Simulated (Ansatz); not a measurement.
**GeO2: response to strain and stress**

Consider GeO2 in the rutile structure (space group P4_2/mnm, No. 136; a = 4.4875 Å, c = 2.9050 Å). Axes: x, y, z lie along a, b, c of the conventional cell.

Strains are applied to the cell and any free atomic positions relax; under biaxial strain the out-of-plane vector relaxes too; under stress the whole cell relaxes.

Level of theory: Ansatz (a first-principles code) PBE, scalar-relativistic without spin-orbit coupling.

Candidates:
(a) uniaxial stress, 5 GPa compression along z
(b) strain tensor (xx, yy, zz, yz, xz, xy) = (−2.33, +1.44, +0.95, −0.53, +2.14, +1.23) %
(c) biaxial strain +4.62 %, plane normal [001], relaxed out of plane

For the base:

- Band gap = 1.23 eV

Task: Order them by band gap, highest first.

Result: (a) uniaxial stress, 5 GPa compression along z (1.37 eV), (b) strain tensor (xx, yy, zz, yz, xz, xy) = (−2.33, +1.44, +0.95, −0.53, +2.14, +1.23) % (1.22 eV), (c) biaxial strain +4.62 %, plane normal [001], relaxed out of plane (1.09 eV)

Beyond what the load breaks, stability against distortions was not tested.
